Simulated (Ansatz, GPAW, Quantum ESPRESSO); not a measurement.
## One calculation of CoO, 3 ways

```
Co O
1.0
     1.50547    0.86918    2.43993
    -1.50547    0.86918    2.43993
     0.00000   -1.73837    2.43993
Co O
1 1
Direct
  0.99683 0.00019 0.00637
  0.47022 0.51568 0.50987
```

The cell is a database's computed one, not the measured one.

Atoms were shifted at random by some hundredths of an Å from the given cell, which wasn't relaxed again for these runs.

Alike in all runs: task single point; functional PBEsol; k mesh 11 × 11 × 11; occupations fermi-dirac, width 0.05 eV; collinear spin, ferromagnetic start; no spin-orbit coupling. Pressure is positive in compression and, in plane waves, holds the error of the finite cutoff.

```json
{"program and potentials": "Ansatz, all-electron LAPW, scalar-relativistic", "plane-wave cutoff (eV)": "-", "notes": "-", "pressure (GPa)": "-8.80", "net moment per atom (μB)": "1.47"}
{"program and potentials": "Quantum ESPRESSO, GBRV 1.5 PBEsol", "plane-wave cutoff (eV)": "762", "notes": "11.5 valence electrons an atom on average", "pressure (GPa)": "-8.45", "net moment per atom (μB)": "1.50"}
{"program and potentials": "GPAW, PAW data sets generated for this functional", "plane-wave cutoff (eV)": "800", "notes": "7.5 valence electrons an atom on average", "pressure (GPa)": "-7.87", "net moment per atom (μB)": "1.47"}
```

Force on atom 1 (Co), eV/Å:

```csv
program and potentials,x,y,z
"Ansatz, all-electron LAPW, scalar-relativistic",-0.024,-0.002,-0.004
"GPAW, PAW data sets generated for this functional",-0.035,-0.004,-0.007
```

The pressure spans -8.80 (Ansatz, all-electron LAPW, scalar-relativistic) to -7.87 GPa (GPAW, PAW data sets generated for this functional), with all-electron results at -8.80. The net moment per atom spans 1.47 (Ansatz, all-electron LAPW, scalar-relativistic) to 1.50 μB (Quantum ESPRESSO, GBRV 1.5 PBEsol), with all-electron results at 1.47. The state is the one that the start led to, which needn't be the lowest.

Differences between rows come from potentials, basis sets and numerical settings, since the functional is the same but for its coding. Runs on potential files found faulty are left out.
